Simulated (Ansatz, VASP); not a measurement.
# Cross-check of SiC (Moissanite 3C) between VASP and Ansatz

Wanted: the spread between two codes on one cell, functional and k mesh.

Main program and level: Ansatz 0.2.0; plane waves, with VASP 6.6.1 beside it; band structure at r2SCAN-EpsX with an exact-exchange share of 0.143.

**1. Set-up**

It takes space group F-43m (No. 216, cubic). Conventional cell: a = 4.358 Å, b = 4.358 Å, c = 4.358 Å, α = 90.00°, β = 90.00°, γ = 90.00°. Nearest to Si lie 4 C at 1.89 Å. C has 4 Si at 1.89 Å nearest. Farther neighbours are not listed.

Structure file:

```xyz
2
Lattice="0.0000 2.1790 2.1790 2.1790 0.0000 2.1790 2.1790 2.1790 0.0000" Properties=species:S:1:pos:R:3 pbc="T T T"
Si    0.0000    0.0000    0.0000
C     1.0895    1.0895    1.0895
```

**2. VASP: band structure, r2SCAN-EpsX with an exact-exchange share of 0.143**

Levels along a path test the potential and the projectors away from the mesh points.

Lines of VASP's logs that name or quote its potential files are left out, and so is its time.

The run reads the wave functions of an earlier VASP run, which isn't shown here.

INCAR

```
SYSTEM = SiC
PREC = Accurate
ENCUT = 520
EDIFF = 1E-06
NELM = 100
ISMEAR = 0
SIGMA = 0.02
LREAL = .FALSE.
ALGO = Normal
LHFCALC = .TRUE.
AEXX = 0.143
METAGGA = R2SCAN
LASPH = .TRUE.
NBANDS = 10
PRECFOCK = Fast
HFRCUT = -1
LORBIT = 11
LWAVE = .FALSE.
LCHARG = .FALSE.
KPAR = 4
```

POSCAR

```
SiC
1.0
    0.0000000000      2.1790000000      2.1790000000
    2.1790000000      0.0000000000      2.1790000000
    2.1790000000      2.1790000000      0.0000000000
Si C
1 1
Direct
    0.0000000000      0.0000000000      0.0000000000
    0.2500000000      0.2500000000      0.2500000000
```

KPOINTS

```
Automatic mesh
0
Gamma
5 5 5
0 0 0
```

KPOINTS_OPT

```
Line mode
6
Line-mode
Reciprocal
  0.00000000   0.00000000   0.00000000 GAMMA
  0.50000000   0.00000000   0.50000000 X

  0.50000000   0.00000000   0.50000000 X
  0.50000000   0.25000000   0.75000000 W

  0.50000000   0.25000000   0.75000000 W
  0.37500000   0.37500000   0.75000000 K

  0.37500000   0.37500000   0.75000000 K
  0.00000000   0.00000000   0.00000000 GAMMA

  0.00000000   0.00000000   0.00000000 GAMMA
  0.50000000   0.50000000   0.50000000 L

  0.50000000   0.50000000   0.50000000 L
  0.62500000   0.25000000   0.62500000 U

  0.62500000   0.25000000   0.62500000 U
  0.50000000   0.25000000   0.75000000 W

  0.50000000   0.25000000   0.75000000 W
  0.50000000   0.50000000   0.50000000 L

  0.50000000   0.50000000   0.50000000 L
  0.37500000   0.37500000   0.75000000 K

  0.62500000   0.25000000   0.62500000 U
  0.50000000   0.00000000   0.50000000 X
```

PAW data sets: Si and C (PBE family, release 64).

Launch:

```
$ mpirun -np 4 vasp_std
```

Numbers of over 12 decimals in the logs are rounded to 6 here.

The program printed:

```text
[banner, memory and clock lines left out]
running    4 mpi-ranks, on    1 nodes
 distrk:  each k-point on    1 cores,    4 groups
 distr:  one band on    1 cores,    1 groups

 POSCAR found type information on POSCAR SiC
 POSCAR found :  2 types and       2 ions
|                                                                             |
|               ----> ADVICE to this user running VASP <----                  |
|                                                                             |
|     You enforced a specific xc type in the INCAR file but a different       |
|     [... a line on the potential file left out ...]
|     I HOPE YOU KNOW WHAT YOU ARE DOING!                                     |
|                                                                             |

 LDA part: xc-table for (None), standard interpolation
 found WAVECAR, reading the header
 POSCAR, INCAR and KPOINTS ok, starting setup
 FFT: planning ... GRIDC
 FFT: planning ... GRID_SOFT
 FFT: planning ... GRID
 HFRCUT set to (new)   8.515452
 reading WAVECAR
 the WAVECAR file was read successfully
 initial charge from wavefunction
 entering main loop
       N       E                     dE             d eps       ncg     rms          rms(c)
DAV:   1    -0.206008995837E+02   -0.20601E+02   -0.59117E-01   204   0.586E+00    0.330E+00
DAV:   2    -0.206028375991E+02   -0.19380E-02   -0.10370E-02   254   0.839E-01    0.224E+00
DAV:   3    -0.206022253203E+02    0.61228E-03   -0.10400E-03   240   0.176E-01    0.131E+00
DAV:   4    -0.206020812617E+02    0.14406E-03   -0.19424E-04   236   0.829E-02    0.746E-01
DAV:   5    -0.206020247640E+02    0.56498E-04   -0.20211E-05   210   0.315E-02    0.428E-01
DAV:   6    -0.206020003723E+02    0.24392E-04   -0.57592E-06   210   0.199E-02    0.247E-01
DAV:   7    -0.206019894528E+02    0.10919E-04   -0.21793E-06   208   0.128E-02    0.142E-01
DAV:   8    -0.206019841871E+02    0.52657E-05   -0.73636E-07   110   0.774E-03    0.823E-02
DAV:   9    -0.206019814952E+02    0.26919E-05   -0.36807E-07   106   0.580E-03    0.468E-02
DAV:  10    -0.206019800866E+02    0.14087E-05   -0.11665E-07   106   0.319E-03    0.265E-02
DAV:  11    -0.206019793273E+02    0.75926E-06   -0.41811E-08   106   0.194E-03
   1 F= -.20601979E+02 E0= -.20601979E+02  d E =-.874528E-36
 Start KPOINTS_OPT (optional k-point list driver)
k-point batch [1-10\60]
       N       E                     dE             ncg
DAV:   1     0.329247731509E+03   -0.21605E+04      216
DAV:   2     0.112390225220E+03   -0.21686E+03      268
DAV:   3     0.104866558521E+03   -0.75237E+01      248
DAV:   4     0.104820571239E+03   -0.45987E-01      264
DAV:   5     0.104820407459E+03   -0.16378E-03      240
DAV:   6     0.104820406869E+03   -0.59016E-06      256
[...]
k-point batch [51-60\60]
       N       E                     dE             ncg
DAV:   1     0.232752059996E+03   -0.34197E+04      200
DAV:   2     0.501535060202E+02   -0.18260E+03      268
DAV:   3     0.442244914198E+02   -0.59290E+01      238
DAV:   4     0.441776921254E+02   -0.46799E-01      240
DAV:   5     0.441775602207E+02   -0.13190E-03      276
DAV:   6     0.441775597779E+02   -0.44284E-06      276
```

From OUTCAR (step 2):

```text
ion  position               nearest neighbor table
   1  0.000  0.000  0.000-   2 1.89   2 1.89   2 1.89   2 1.89
   2  0.250  0.250  0.250-   1 1.89   1 1.89   1 1.89   1 1.89

  LATTYP: Found a face centered cubic cell.
 ALAT       =     4.3580000000

 Subroutine GETGRP returns: Found 24 space group operations
 (whereof 24 operations were pure point group operations)

The static configuration has the point symmetry T_d .

 Found     10 irreducible k-points:

   k-points           NKPTS =     10   k-points in BZ     NKDIM =    125   number of bands    NBANDS=     10

   dimension x,y,z NGX =    24 NGY =   24 NGZ =   24
   dimension x,y,z NGXF=    48 NGYF=   48 NGZF=   48

   ENCUT  =  520.0 eV  38.22 Ry    6.18 a.u.   5.73  5.73  5.73*2*pi/ulx,y,z

   NELECT =       8.0000    total number of electrons

 k-points in reciprocal lattice and weights: Automatic mesh
   0.00000000  0.00000000  0.00000000       0.008
   0.20000000  0.00000000  0.00000000       0.064
   0.40000000  0.00000000  0.00000000       0.064
   0.20000000  0.20000000  0.00000000       0.048
   0.40000000  0.20000000  0.00000000       0.192
  -0.40000000  0.20000000  0.00000000       0.192
  -0.20000000  0.20000000  0.00000000       0.096
   0.40000000  0.40000000  0.00000000       0.048
  -0.40000000  0.40000000  0.00000000       0.096
  -0.40000000  0.40000000  0.20000000       0.192

  exchange ACFDT corr.  =         0.00000000  see jH, gK, PRB 81, 115126

 average (electrostatic) potential at core
       1 -80.5043       2 -43.8836

 E-fermi :   7.6397

 k-point     1 :       0.0000    0.0000    0.0000
  band No.  band energies     occupation
      1      -9.4774      2.00000
      2       7.4667      2.00000
      3       7.4667      2.00000
      4       7.4667      2.00000
      5      15.3300      0.00000
      6      16.3353      0.00000
      7      16.3353      0.00000
      8      16.3353      0.00000
      9      23.8516      0.00000
    ...

 k-point     2 :       0.2000    0.0000    0.0000
  band No.  band energies     occupation
      1      -8.6485      2.00000
      2       4.0595      2.00000
      3       6.9859      2.00000
      4       6.9859      2.00000
      5      15.2445      0.00000
      6      17.0047      0.00000
      7      17.0047      0.00000
      8      18.1104      0.00000
      9      22.1853      0.00000
    ...

 k-point     3 :       0.4000    0.0000    0.0000
  band No.  band energies     occupation
      1      -6.4445      2.00000
      2      -0.7008      2.00000
      3       6.3897      2.00000
      4       6.3897      2.00000
      5      14.5359      0.00000
      6      16.4195      0.00000
      7      16.4195      0.00000
      8      19.5227      0.00000
      9      25.2586      0.00000
    ...

  energy-cutoff  :      520.00
  volume of cell :       20.69
      direct lattice vectors                 reciprocal lattice vectors
     0.000000000  2.179000000  2.179000000    -0.229463056  0.229463056  0.229463056
     2.179000000  0.000000000  2.179000000     0.229463056 -0.229463056  0.229463056
     2.179000000  2.179000000  0.000000000     0.229463056  0.229463056 -0.229463056

 POSITION                                       TOTAL-FORCE (eV/Angst)
 -----------------------------------------------------------------------------------
      0.00000      0.00000      0.00000        -0.000000      0.000000      0.000000
      1.08950      1.08950      1.08950         0.000000     -0.000000     -0.000000
 -----------------------------------------------------------------------------------
    total drift:                                0.000000     -0.000001     -0.000000

  FREE ENERGIE OF THE ION-ELECTRON SYSTEM (eV)
  ---------------------------------------------------
  free  energy   TOTEN  =       -20.6019793273 eV

  energy  without entropy=      -20.6019793273  energy(sigma->0) =      -20.60197933

 total charge
# of ion       s       p       d       tot
------------------------------------------
    1        0.708   0.988   0.000   1.696
    2        0.847   1.720   0.000   2.567
--------------------------------------------------
tot          1.555   2.708   0.000   4.263

[... 3 further parts left out ...]
```

[end of part 1 of 2]

[Lines on the potential files, build, host, timing and source positions are cut from VASP's logs without a mark.]

[Logs are printed without paths, hosts, clocks, repeated set-up lines and the standing remarks that a program may print on its own settings, such as how far it seeks lower states.]

[Hosts, paths, dates, database ids (printed as entryN), source tags and the programs' standing remarks are cut or masked in the printed files.]
